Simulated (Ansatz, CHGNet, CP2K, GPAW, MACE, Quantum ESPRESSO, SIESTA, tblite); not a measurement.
# tblite on twisted 2H-MoSe2/1T-TaS2 bilayer, 21.79° (42 atoms): settings against a plane-wave reference

Wanted: tblite inputs and outputs for twisted 2H-MoSe2/1T-TaS2 bilayer, 21.79° (42 atoms), checked against a plane-wave reference.

Program: tblite 0.8.0. Level of theory: the method is named at each step. Results are calculated unless marked as measured.

## (1) The structure

The cell holds 42 atoms: 7 Mo, 14 Se, 7 Ta and 14 S. Its edges and angles: a = 8.797 Å, b = 8.797 Å, c = 21.570 Å, α = 90.0°, β = 90.0°, γ = 120.0°. 2H-MoSe2 (a = 3.29 Å) under 1T-TaS2 (a = 3.36 Å), bilayer, commensurate cell of 7 unit cells a layer, twist 21.79 deg, both strained to the mean lattice constant; facing planes 3.17 Å apart; 12 Å of vacuum; layers as built, displaced by a Gaussian of 0.01 Å. Then every atom was moved at random, 0.03 Å r.m.s. a Cartesian component. Regions: layer 1, 21 atoms (7 Mo and 14 Se); layer 2, 21 atoms (7 Ta and 14 S). Vacuum lies along c.

The yardstick, on the same geometry:

| Property | Result |
| --- | --- |
| method | Kohn-Sham DFT, PBE, SSSP efficiency 1.3.0 pseudopotentials, plane waves (Quantum ESPRESSO 7.5); sssp-pbe-1.3.0-efficiency, cutoffs 45/360 Ry, Γ point |
| r.m.s. force component | 0.4471 eV/Å |
| longest force | 1.447 eV/Å |
| time | 3.4 min on 4 MPI ranks of Arm Neoverse V2, shared host |
| CPU time | 14 min |

## (2) GFN1-xTB

Method: GFN1-xTB tight binding, diagonalisation.

File run.py:

```python
import numpy as np
from ase.io import read
from tblite.ase import TBLite

atoms = read("structure.xyz")
atoms.calc = TBLite(method="GFN1-xTB", electronic_temperature=580, accuracy=1.0, max_iterations=250, mixer_damping=0.1, verbosity=1)
energy = atoms.get_potential_energy()
forces = atoms.get_forces()
print(f"energy {energy:.6f} eV")
print("forces (eV/A)")
for i, (a, f) in enumerate(zip(atoms, forces)):
    print(f"{i:4d} {a.symbol:2s} {f[0]:10.5f} {f[1]:10.5f} {f[2]:10.5f}")
print("charges (e)")
print(np.array2string(atoms.get_charges(), precision=4, suppress_small=True, max_line_width=110, threshold=100000))
```

File structure.xyz:

```xyz
42
Lattice="8.79710 0.00000 0.00000 -4.39855 7.61851 0.00000 0.00000 0.00000 21.57000" Properties=species:S:1:pos:R:3 pbc="T T T"
Mo 0.63449 1.78144 7.67590
Se 1.88451 0.43288 9.32061
Se 1.94200 0.40523 6.00509
Mo 0.02973 5.03233 7.69747
Se 1.25878 3.68142 9.32989
Se 1.24083 3.63631 6.02709
Mo 3.77602 0.73541 7.70071
Se 0.64175 6.87052 9.36246
Se 0.62886 6.88355 6.04672
Mo 3.20887 4.00558 7.66080
Se 4.44654 2.51723 9.34110
Se 4.42965 2.53445 6.01350
Mo 2.47528 7.28947 7.69510
Se 3.73556 5.87380 9.42264
Se 3.76903 5.87143 5.99797
Mo 6.25447 2.95492 7.69337
Se 7.52513 1.45163 9.32665
Se 7.47278 1.43670 6.03054
Mo -3.10912 6.19621 7.65713
Se -1.85979 4.72165 9.32277
Se -1.88086 4.70390 6.03982
Ta -1.91847 5.41082 14.06062
S -0.62657 6.84592 15.58713
S 0.01399 5.05869 12.50866
Ta 4.38615 7.58484 14.02611
S 1.32801 1.43335 15.60137
S -2.53022 7.28391 12.51729
Ta 0.65349 3.25699 14.05221
S 1.92054 4.76286 15.56750
S 2.50986 2.91096 12.54921
Ta 1.25834 6.51596 14.05738
S 6.85857 0.37453 15.57634
S 3.12126 6.17137 12.53735
Ta 3.14312 1.08975 14.07744
S 4.39059 2.54344 15.56038
S 5.03854 0.69725 12.56517
Ta 3.74906 4.37790 14.09405
S 4.99354 5.83921 15.56383
S 5.63182 4.07773 12.47738
Ta 6.28817 2.19703 14.03409
S -1.27800 3.64630 15.55434
S -0.61496 1.82852 12.53519
```

Started as:

```
OMP_NUM_THREADS=1 python run.py > output.txt
```

Log:

```text
------------------------------------------------------------
  cycle        total energy    energy error   density error
------------------------------------------------------------
      1     -112.1144956362  -1.1208727E+02   7.7179364E-01
      2      172.4324522441   2.8454695E+02   1.5726704E+00
      3     -111.9682393015  -2.8440069E+02   6.4073002E-01
      4     -129.2281216700  -1.7259882E+01   4.9539455E-01
      5     -129.2314018391  -3.2801692E-03   4.6129452E-01
      6      303.8539043680   4.3308531E+02   1.6922344E+00
      7     -128.3524921893  -4.3220640E+02   2.3902754E-01
      8     -124.9643083482   3.3881838E+00   2.2634271E-01
      9     -129.2965680551  -4.3322597E+00   1.5028525E-01
     10     -129.5097357535  -2.1316770E-01   8.2739759E-02
     11     -129.5815410831  -7.1805330E-02   2.4267389E-02
     12     -129.5985519080  -1.7010825E-02   2.5005581E-02
     13     -129.6072680783  -8.7161703E-03   2.6355193E-02
     14     -129.6149183359  -7.6502576E-03   1.7903706E-02
     15     -129.6175501957  -2.6318597E-03   1.1868119E-02
     16     -129.6183974869  -8.4729124E-04   8.2335565E-03
     17     -129.6188334858  -4.3599889E-04   7.6628518E-03
     18     -129.6190247909  -1.9130513E-04   7.5050271E-03
     19     -129.6200773844  -1.0525934E-03   6.6015726E-03
     20     -129.6207342026  -6.5681818E-04   5.9924144E-03
     21     -129.6213241521  -5.8994953E-04   5.3249822E-03
     22     -129.6215782726  -2.5412053E-04   5.0224507E-03
     23     -129.6217572437  -1.7897102E-04   4.7824418E-03
     24     -129.6224168055  -6.5956189E-04   3.7108086E-03
[...]
28     -129.6233345013   1.8777032E-05   7.2808158E-04
     29     -129.6233611956  -2.6694304E-05   3.9183233E-04
     30     -129.6233662531  -5.0575271E-06   2.5219771E-04
     31     -129.6233716379  -5.3848433E-06   8.5938639E-05
     32     -129.6233710601   5.7788790E-07   1.0400286E-04
     33     -129.6233719519  -8.9184007E-07   5.5616117E-05
     34     -129.6233719663  -1.4450166E-08   4.2863383E-05
     35     -129.6233721457  -1.7938609E-07   1.0280722E-05
------------------------------------------------------------
 total:                                   1.781 sec
energy -3527.231617 eV
forces (eV/A)
   0 Mo   -0.28758    0.86683   -0.25889
   1 Se    0.10435   -0.58713    0.99338
   2 Se   -0.18125   -0.20660   -0.50875
   3 Mo   -0.70302    0.98500   -0.33305
   4 Se    0.55245   -0.71578    0.70485
   5 Se    0.43389   -0.31303   -0.48925
   6 Mo    0.21523   -0.01406   -0.19267
   7 Se   -0.24718    0.03283    0.53430
   8 Se   -0.16439   -0.09698   -0.48991
   9 Mo   -0.62312    0.13932    0.53064
  10 Se   -0.39547    0.25555    0.84102
  11 Se   -0.13465   -0.01261   -0.50796
  12 Mo    0.48188   -0.65253    0.11514
  13 Se    0.30293   -0.19969   -0.23105
  14 Se   -0.00283   -0.08488   -0.16314
  15 Mo    0.53371   -0.78066   -0.13021
  16 Se    0.02995    0.32040    0.72372
  17 Se    0.26778    0.35242   -0.41249
  18 Mo   -0.30990    0.25717    0.62747
  19 Se   -0.10475    0.23556    0.89209
  20 Se    0.22631    0.22703   -0.73744
  21 Ta   -0.35967   -0.95084   -0.38351
  22 S     0.08644    0.25602   -0.29202
  23 S    -0.30430    0.27188    0.17790
[...]
34 S     0.11307   -0.07330   -0.12531
  35 S    -0.08807    0.13974   -0.07064
  36 Ta    0.10830    0.20381   -0.60695
  37 S     0.34698    0.12329    0.27893
  38 S     0.04664   -0.25893   -0.09554
  39 Ta    0.19782    0.52881   -0.25655
  40 S     0.10916   -0.16534    0.47549
  41 S    -0.19420    0.07956   -0.08286
charges (e)
[-0.0426  0.0312  0.0178 -0.0261  0.0281  0.0137 -0.0422  0.0268  0.0141 -0.047   0.0267  0.0179 -0.0241
  0.0249  0.0152 -0.0303  0.0271  0.0134 -0.0485  0.0274  0.0151  0.6406 -0.328  -0.3416  0.615  -0.3206
 -0.3379  0.6161 -0.3118 -0.3355  0.7034 -0.3189 -0.3243  0.6975 -0.3175 -0.3492  0.6139 -0.2989 -0.3396
  0.6428 -0.3152 -0.3293]
```

Wall time 2.2 s (1 thread of Arm Neoverse V2, shared host); peak memory 0.13 GiB.

Banners, paths, timers and routine set-up lines are dropped from the logs unmarked, and long logs keep their key lines alone; longer cuts are marked.

Compared with the plane-wave run:

| Property | Result |
| --- | --- |
| r.m.s. force component | 0.3842 eV/Å |
| r.m.s. difference of force components | 264.6 meV/Å |
| longest difference of force vectors | 1042 meV/Å |
| force difference over r.m.s. force | 59.19 % |
| slope of forces against the reference's | 0.6941 |
| correlation of force components | 0.8077 |

Length of the force difference by element (eV/Å):

| element | atoms | mean | most |
| --- | --- | --- | --- |
| Mo | 7 | 0.20 | 0.31 |
| S | 14 | 0.48 | 0.78 |
| Se | 14 | 0.50 | 1.0 |
| Ta | 7 | 0.28 | 0.51 |

Local excerpt of 13 atoms (numbers count through the whole input) about Ta31, whose charge lies farthest from its element's mean; x, y, z are measured from there.

| atom | x | y | z | distance (Å) | bonds | Mulliken charge (e) | Fx | Fy | Fz (eV/Å) |
| --- | --- | --- | --- | --- | --- | --- | --- | --- | --- |
| Ta31 | 0.00 | 0.00 | 0.00 | 0.00 | 6 | 0.70 | 0.42 | 0.28 | -0.11 |
| S29 | 0.66 | -1.75 | 1.51 | 2.41 | 3 | -0.31 | -0.47 | -0.26 | 0.44 |
| S36 | -0.62 | 1.80 | -1.49 | 2.42 | 3 | -0.35 | -0.09 | 0.14 | -0.07 |
| S33 | 1.86 | -0.34 | -1.52 | 2.43 | 3 | -0.32 | 0.01 | -0.04 | -0.52 |
| S32 | 1.20 | 1.48 | 1.52 | 2.44 | 3 | -0.32 | 0.25 | 0.13 | -0.15 |
| S23 | -1.88 | 0.33 | 1.53 | 2.45 | 3 | -0.33 | 0.09 | 0.26 | -0.29 |
| S24 | -1.24 | -1.46 | -1.55 | 2.46 | 3 | -0.34 | -0.30 | 0.27 | 0.18 |
| Ta37 | 2.49 | -2.14 | 0.04 | 3.28 | 6 | 0.61 | 0.11 | 0.20 | -0.61 |
| Ta25 | 3.13 | 1.07 | -0.03 | 3.31 | 6 | 0.61 | 0.02 | -0.15 | 0.18 |
| Ta28 | -0.60 | -3.26 | -0.01 | 3.31 | 6 | 0.62 | 0.22 | -0.24 | 0.08 |
| Ta34 | -2.51 | 2.19 | 0.02 | 3.34 | 6 | 0.70 | -0.61 | -0.07 | -0.22 |
| Ta40 | 0.63 | 3.30 | -0.02 | 3.36 | 6 | 0.64 | 0.20 | 0.53 | -0.26 |
| Ta22 | -3.18 | -1.11 | 0.00 | 3.36 | 6 | 0.64 | -0.36 | -0.95 | -0.38 |

Atoms are counted from 1 here, from 0 in the log.

Forces lie 59 % from the reference's, at 0.0027 times its CPU time (on 1 against 4 cores).

## (3) What came out

* force difference from the reference: tblite GFN1-xTB, 59 %
* its CPU time: 2.2 s

Tight binding differs by 59 % (tblite GFN1-xTB); it is another model, with fitted parameters of its own, and the xTB methods hold dispersion. One electronic-structure run takes under half the reference's CPU time: tblite GFN1-xTB, at 59 % in 2.2 s against 14 min. Periodic xTB results under one method name differ between programs and library versions. The electron count is odd in QE PBE, sssp-1.3.0-efficiency, 45/360 Ry, and they have no spin polarisation, so the unpaired electron is spread evenly over both spins. The reference's PBE has no dispersion term, which matters for the binding between molecules or layers. The electronic-structure runs sample only Γ, in a cell whose shortest periodic width is 8 Å, which is coarse for a cell with partly filled levels. Spin–orbit coupling is left out, which matters for the levels of the heavy elements.

[Also dropped from logs without a mark: logging warnings of Python, and SIESTA's first energy breakdown and zero terms.]

[Logs are printed without paths, hosts, clocks, repeated set-up lines and the standing remarks that a program may print on its own settings, such as how far it seeks lower states.]

[Hosts, paths, dates, database ids (printed as entryN), source tags and the programs' standing remarks are cut or masked in the printed files.]
